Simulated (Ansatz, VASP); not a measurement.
## Mo in VASP and in Ansatz

```xyz
1
Lattice="2.5747 0.0000 0.0000 0.0000 2.5747 0.0000 0.0000 0.0000 2.5747" Properties=species:S:1:pos:R:3 pbc="T T T"
Mo    0.0000    0.0000    0.0000
```

Alike in both runs: functional PBEsol; k mesh 12 × 12 × 12; occupations fermi-dirac, width 0.1 eV; no spin polarisation.

Ansatz relaxed the structure, and its values are those at the end. VASP's run is a single point on that final structure, the one shown.

```csv
,VASP,Ansatz
version,VASP 6.6.1,Ansatz 0.2.0
potentials or method,"VASP PAW PBE potentials, release 64 (Mo_sv)","plane waves (420 eV) with PAW, scalar-relativistic"
plane-wave cutoff (eV),520,420
valence electrons in the cell,14,14
```

Ansatz gave:

| Quantity | Value |
| --- | --- |
| pressure (GPa) | 0.0 |

Task: What did VASP give for the same quantities?

Result: Pressure (GPa): 0.5.

Ansatz warned: «pseudo_functional_mismatch».

Caveats: the PAW data sets were made with another functional, which shifts forces and pressure a little (VASP).
